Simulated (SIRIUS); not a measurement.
# Zr in SIRIUS: the effect of functional

Crystal: Zr.

```
Zr
1.0
    -1.81000    1.81000    1.81000
     1.81000   -1.81000    1.81000
     1.81000    1.81000   -1.81000
Zr
1
Direct
  0.00000 0.00000 0.00000
```

This isn't the form of Zr at room conditions, which is hcp.

Alike in all runs:

```yaml
Program: SIRIUS 7.10.0
Task: band structure
Potentials_or_basis: PseudoDojo 0.4.1 PBE standard (scalar relativistic)
Cutoff: 915 eV
Density_cutoff: 3659 eV
k_mesh: 10 × 10 × 10
Occupations: fermi-dirac, width 0.05 eV
Spin: no spin polarisation
```

```csv
functional,pressure (GPa)
LDA,-9.7
PBEsol,-7.0
RPBE,?
PBEint,-5.8
```

What does the run with functional RPBE give?

Pressure -1.1 GPa.

Caveats: the potentials were made for another functional, which shifts forces and pressure.

Runs at the PBE level aren't shown here.
